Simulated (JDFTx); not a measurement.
The system is K.

```
K
1.0
    -2.69756    2.69756    2.69756
     2.69756   -2.69756    2.69756
     2.69756    2.69756   -2.69756
K
1
Direct
  0.00000 0.00000 0.00000
```

```yaml
Program: JDFTx 1.7.0 (patched build)
Task: single point
Functional: PBEsol
Potentials_or_basis: PseudoDojo-SR-PBEsol-0.4.1-standard with smoothed tails
Cutoff: 1007 eV
Density_cutoff: 4027 eV
k_mesh: 7 × 7 × 7
Occupations: fermi-dirac, width 0.05 eV
Spin: no spin polarisation
```

On this cell: pressure -0.3 GPa; band gap on the k mesh none (metal or under the smearing width).

The same run follows on a disturbed copy (cell strained at random at fixed volume):

```xyz
1
Lattice="-2.6291 2.6676 2.6001 2.7187 -2.7445 2.7665 2.6601 2.7755 -2.6769" Properties=species:S:1:pos:R:3 pbc="T T T"
K     0.0063    0.0330   -0.0519
```

Task: What does the disturbed cell give?

Result: The energy (extrapolated to zero smearing) moves by +1.4 meV/atom; pressure -0.3 GPa; band gap on the k mesh none (metal or under the smearing width).

Stress tensor (GPa, compression positive):
```
-0.32 -0.04 -0.09
-0.04 -0.31  0.08
-0.09  0.08 -0.33
```

Caveats: the empty levels aren't tightly converged.
